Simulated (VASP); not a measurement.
The system is Al2O3.

```xyz
5
Lattice="3.0175 0.0000 0.0000 -1.5087 2.6132 0.0000 0.0000 0.0000 7.5746" Properties=species:S:1:pos:R:3 pbc="T T T"
Al    0.0000    0.0000    5.4693
Al    0.0000    0.0000    2.1054
O     0.0000    0.0000    3.7873
O     1.5087    0.8711    6.0638
O     0.0000    1.7421    1.5108
```

Measurements of this composition are mostly on another form, of space group No. 167.

```yaml
Program: VASP 6.6.1
Task: relaxation of cell and atoms
Functional: SCAN
Potentials_or_basis: VASP PAW PBE potentials, release 64 (Al, O)
Cutoff: 600 eV
k_mesh: 10 × 10 × 4
Occupations: gaussian, width 0.05 eV
Spin: no spin polarisation
```

At the start: pressure -6.6 GPa; volume 11.95 Å³/atom.

How do energy, volume and symmetry change on relaxing?

Over 7 steps the energy falls by 10.3 meV/atom and the volume is 11.51 Å³/atom (-3.6 %); space group P-3m1 (No. 164, to 0.05 Å).

Step by step:
| step | energy change (eV) | largest force (eV/Å) | pressure (GPa) | volume (Å³) |
| --- | --- | --- | --- | --- |
| 1 | 0.0000 | 0.4733 | -6.63 | 59.73 |
| 2 | 0.0082 | 0.6492 | 8.08 | 55.55 |
| 3 | -0.0500 | 0.2473 | -0.07 | 57.66 |
| 4 | -0.0443 | 0.5439 | 0.00 | 57.45 |
| 5 | -0.0514 | 0.0242 | -0.07 | 57.60 |
| 6 | -0.0514 | 0.0257 | -0.07 | 57.60 |
| 7 | -0.0514 | 0.0181 | -0.01 | 57.56 |

Final structure:
```
Al O
1.0
     2.97938    0.00000    0.00000
    -1.48969    2.58022    0.00000
     0.00000    0.00000    7.48799
Al O
2 3
Direct
  0.00000 0.00000 0.72224
  0.00000 0.00000 0.27776
  0.00000 0.00000 0.50000
  0.66667 0.33333 0.79911
  0.33333 0.66667 0.20089
```

Caveat: the PAW data sets were made with another functional, which shifts forces and pressure a little.
